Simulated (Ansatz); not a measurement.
Rh under changes of volume

One of the cells (13.671 Å³/atom); the others are scaled copies at fixed shape and fractional positions:

```
Rh
1.0
     0.00000    1.89785    1.89785
     1.89785    0.00000    1.89785
     1.89785    1.89785    0.00000
Rh
1
Direct
  0.00000 0.00000 0.00000
```

| Property | Result |
| --- | --- |
| Program | Ansatz 0.2.0 |
| Functional | LDA |
| Potentials or basis | all-electron LAPW, scalar-relativistic |
| Cutoff | 278 eV (chosen from the basis error) |
| Basis error allowed | 0.001 eV/atom |
| k mesh | 12 × 12 × 12 |
| Occupations | fermi-dirac, width 0.05 eV |
| Spin | no spin polarisation |

| volume (Å³/atom) | energy over the lowest point (meV/atom) | pressure (GPa) |
| --- | --- | --- |
| 12.851 | ? | ? |
| 13.125 | 0.00 | 2.3 |
| 13.398 | 1.87 | -4.2 |
| 13.671 | 14.13 | -9.9 |
| 13.945 | 35.54 | -14.9 |
| 14.218 | 65.01 | -19.3 |
| 14.492 | 101.55 | -23.2 |

Task: What does the run at 12.851 Å³/atom give?

Result: Energy over the lowest point 9.90 meV/atom; pressure 9.6 GPa.

Worked out: A Birch-Murnaghan fit of order 3 (a polynomial in V^(-2/3)) to the other rows has its minimum at 13.21 Å³/atom with B0 = V·E''(V) = 321 GPa and B' = 5.2. It gives 10.00 meV/atom at 12.851 Å³/atom, against the run's 9.90, and -dE/dV = 9.6 GPa, against 9.6.

Energies are extrapolated to zero smearing.
